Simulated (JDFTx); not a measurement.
Os under changes of volume

One of the cells (13.982 Å³/atom); the others are scaled copies at fixed shape and fractional positions:

```xyz
2
Lattice="2.7341 0.0000 0.0000 -1.3671 2.3678 0.0000 0.0000 0.0000 4.3197" Properties=species:S:1:pos:R:3 pbc="T T T"
Os    1.3671    0.7893    3.2398
Os    0.0000    1.5785    1.0799
```

```yaml
Program: JDFTx 1.7.0 (patched build)
Functional: RPBE
Potentials_or_basis: PseudoDojo-SR-PBE-0.5-standard with smoothed tails
Cutoff: 1007 eV
Density_cutoff: 8055 eV
k_mesh: 11 × 11 × 6
Occupations: fermi-dirac, width 0.05 eV
Spin: no spin polarisation
```

| volume (Å³/atom) | energy over the lowest point (meV/atom) | pressure (GPa) |
| --- | --- | --- |
| 13.143 | 155.88 | 43.8 |
| 13.423 | 89.88 | 32.1 |
| 13.703 | ? | ? |
| 13.982 | 13.92 | 12.2 |
| 14.262 | 0.06 | 3.9 |
| 14.542 | 0.00 | -3.6 |
| 14.821 | 12.29 | -10.3 |

Question: What does the run at 13.703 Å³/atom give?

Answer: Energy over the lowest point 43.25 meV/atom; pressure 21.6 GPa.

Worked out: A Birch-Murnaghan fit of order 3 (a polynomial in V^(-2/3)) to the other rows has its minimum at 14.40 Å³/atom with B0 = V·E''(V) = 386 GPa and B' = 4.7 at fixed shape and positions, which overstates the stiffness. It gives 43.21 meV/atom at 13.703 Å³/atom, against the run's 43.25, and -dE/dV = 21.6 GPa, against 21.6.

Energies are extrapolated to zero smearing.

Caveats: the potentials were made for another functional, which shifts forces and pressure.
